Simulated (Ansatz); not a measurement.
Input for Ansatz (plane-wave DFT, PAW):

```yaml
crystal:
  lattice:
    - [0.0, 3.2143926808, 3.2143926808]
    - [3.2143926808, 0.0, 3.2143926808]
    - [3.2143926808, 3.2143926808, 0.0]
  atoms:
    - { symbol: Ba, position: [0.0, 0.0, 0.0] }
    - { symbol: S, position: [0.5, 0.5, 0.5] }
basis:
  ecutwfc: 500
kpoints:
  mp_grid: { grid: [8, 8, 8] }
hamiltonian:
  xc: r2scan
scf:
  occupations: { method: gaussian, width: 0.02 }
output:
  forces: false
  stress: false
  eigenvalues: true
  eigenstates:
    kpoints:
      - [0.0, 0.0, 0.0]
      - [0.0, 0.01023173, 0.01023173]
      - [0.0, -0.01023173, -0.01023173]
      - [0.01023173, 0.0, 0.01023173]
      - [-0.01023173, 0.0, -0.01023173]
      - [0.01023173, 0.01023173, 0.0]
      - [-0.01023173, -0.01023173, 0.0]
      - [0.007234925, 0.007234925, 0.014469851]
      - [-0.007234925, -0.007234925, -0.014469851]
      - [0.007234925, 0.014469851, 0.007234925]
      - [-0.007234925, -0.014469851, -0.007234925]
      - [0.014469851, 0.007234925, 0.007234925]
      - [-0.014469851, -0.007234925, -0.007234925]
      - [0.011814584, 0.011814584, 0.011814584]
      - [-0.011814584, -0.011814584, -0.011814584]
      - [0.0, 0.5, 0.5]
      - [0.0, 0.51023173, 0.51023173]
      - [0.0, 0.48976827, 0.48976827]
      - [0.01023173, 0.5, 0.51023173]
      - [-0.01023173, 0.5, 0.48976827]
      - [0.01023173, 0.51023173, 0.5]
      - [-0.01023173, 0.48976827, 0.5]
      - [0.007234925, 0.507234925, 0.514469851]
      - [-0.007234925, 0.492765075, 0.485530149]
      - [0.007234925, 0.514469851, 0.507234925]
      - [-0.007234925, 0.485530149, 0.492765075]
      - [0.014469851, 0.507234925, 0.507234925]
      - [-0.014469851, 0.492765075, 0.492765075]
      - [0.011814584, 0.511814584, 0.511814584]
      - [-0.011814584, 0.488185416, 0.488185416]
    e_range: [-4.080896, 4.080896]
checkpoint:
  read: start.run
  write: ck
  compress: false
  write_wavefunctions: false
  write_every: 100000
```

Command:
```bash
ansatz run input.yaml --threads 1 --pin off --max-ram 2560MiB --backend cpu --events-out ev --progress --plain --runs-dir out
```

Method: DFT r2SCAN, scalar-relativistic, plane waves, PAW in Ansatz 0.2.0.

Abridged output (iterations and final results):

```
SCF iter   1: F=—  HF=-6875.131541 eV  |F-HF|=—  |Δ(HF+E_count)|=         —  Δρ=4.77e-6  dr2=3.00e-8  dr2_τ=1.14e-9  ethr=1.32e-6  ⟨swp⟩=2.3  Hψ=3818  notcnv=0
SCF iter   2: F=—  HF=-6875.131541 eV  |F-HF|=—  |Δ(HF+E_count)|=   1.80e-8  Δρ=2.62e-6  dr2=1.00e-8  dr2_τ=1.18e-9  ethr=1.88e-10  ⟨swp⟩=5.9  Hψ=1733  notcnv=0
SCF iter   3: F=-6875.131541 eV  HF=-6875.131541 eV  |F-HF|=1.36e-11  |Δ(HF+E_count)|=   2.91e-9  Δρ=8.44e-7  dr2=5.81e-10  dr2_τ=3.12e-11  ethr=6.25e-11  ⟨swp⟩=1.0  Hψ=913  notcnv=0
SCF 1 converged in 3 iterations: F = -6875.131541 eV  dr2 = 5.81e-10
SCF converged after 3 iterations
Free energy (F): -6875.131541 eV
Harris-Foulkes:  -6875.131541 eV  (|F-HF|=1.36e-11)
Internal energy: -6875.131541 eV  (E = F + TS)
E sigma→0 (E₀):  -6875.131541 eV
Fermi energy:    6.665772 eV
--- Per-component energies (eV) ---
  E_band       = -62.241782
  E_kinetic    = 275.923366
  E_local      = -407.971665  (includes V_loc(G=0)·N_el)
  E_nonlocal   = 83.686996
  E_hartree    = 129.236260
  E_xc         = -250.158639
  E_vxc        = -243.729287  (∫ρ·V_xc dr)
  E_paw        = -5861.031130  (= ΣΔE_a)
  E_vpaw       = -40.312996  (= ΣTr[D̂ρ^β])
  E_aug_tail   = 0.000000  (compensation charges beyond the density's cutoff)
  E_vtau       = 11.689281  (kinetic-family band-sum trace: ∫τ·v_τ [+ j·A + Jᵃ·Aᵃ] dr)
  E_ewald      = -844.777379
  E_core_change = -0.039351  (= ΣΔE_core)
  E_smearing   =  0.000000  (= −TS)
--- Band table (eV; the first three rows and the last of 29) ---
  k-point 0: bands = ["-21.3683", "-6.0266", "-6.0266", "-6.0266", "-5.3258", "5.3753", "5.3753", "5.3753", "9.5874", "9.7638", "9.7638", "9.7638"]
  k-point 1: bands = ["-21.3620", "-6.3429", "-6.0316", "-6.0316", "-4.9961", "5.0134", "5.1937", "5.1937", "9.7370", "9.9875", "9.9875", "10.1492"]
  k-point 2: bands = ["-21.3468", "-6.7751", "-6.0434", "-6.0434", "-4.5299", "4.3286", "4.8214", "4.8214", "9.9068", "10.6189", "10.6189", "11.3185"]
  k-point 28: bands = ["-21.3120", "-6.5781", "-6.3470", "-6.3470", "-4.6804", "4.3508", "4.9413", "4.9413", "10.0704", "10.0704", "12.2705", "12.8913"]
```

Self-consistency was reached.

Time: 5.7 s on 1 thread of Arm Neoverse V2, on a shared host, peak memory 0.44 GiB.

The run starts from the saved density of an earlier one, so iterations and time are fewer than from atoms.